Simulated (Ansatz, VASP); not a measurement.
This is a calculation of InPd for Ansatz 0.2.0.

File input.yaml:

```yaml
crystal:
  lattice:
    - [3.2276647001, 0.0, 0.0]
    - [0.0, 3.2276647001, 0.0]
    - [0.0, 0.0, 3.2276647001]
  atoms:
    - { symbol: In, position: [0.0, 0.0, 0.0] }
    - { symbol: Pd, position: [0.5, 0.5, 0.5] }
kpoints:
  mp_grid: { grid: [8, 8, 8] }
scf:
  occupations: { method: fermi_dirac, width: 0.05 }
hamiltonian:
  xc: pbe
  pseudopotentials: { kind: all_electron, lapw: { basis_error: 0.0005 } }
output:
  forces: true
  stress: true
  eigenvalues: true
```

Potentials or basis: all-electron LAPW, scalar-relativistic.

Run with:

```bash
$ ansatz run input.yaml --threads 1 --pin off --max-ram 3072MiB --backend cpu --events-out ev --progress --plain --runs-dir out
```

Question: Set up the same calculation for VASP 6.6.1. Potentials there: VASP PAW PBE potentials, release 64 (In_d, Pd).

Answer: As run (the cutoff follows the program's own potentials):

Contents of INCAR:

```
SYSTEM = InPd
PREC = Accurate
ENCUT = 520
EDIFF = 1E-7
ISMEAR = -1
SIGMA = 0.05
LREAL = .False.
LASPH = .True.
NELM = 100
ALGO = Normal
ISIF = 2
LWAVE = .False.
LCHARG = .True.
GGA = PE
LELF = .True.
LVHAR = .True.
NBANDS = 18
```

Contents of KPOINTS:

```
Automatic mesh
0
Gamma
  8 8 8
  0 0 0
```

Contents of POSCAR:

```
InPd
1.0
    3.2276647001      0.0000000000      0.0000000000
    0.0000000000      3.2276647001      0.0000000000
    0.0000000000      0.0000000000      3.2276647001
In Pd
1 1
Direct
    0.0000000000      0.0000000000      0.0000000000
    0.5000000000      0.5000000000      0.5000000000
```

Potentials or basis: VASP PAW PBE potentials, release 64 (In_d, Pd).

Command:

```bash
$ cat potpaw_PBE.64/In_d/POTCAR potpaw_PBE.64/Pd/POTCAR > POTCAR
$ mpirun -np 1 vasp_std > vasp.out
```

Both were run:

|  | VASP | Ansatz | Ansatz less VASP |
| --- | --- | --- | --- |
| gap on the k mesh at the Fermi level (eV) | none | none | - |
| pressure (GPa) | 9.8 | 9.7 | -0.12 |

A gap of «none» marks a metal or a gap that the smearing closes. Ansatz ran all-electron here, so the differences hold the error of VASP's frozen core and of both bases.
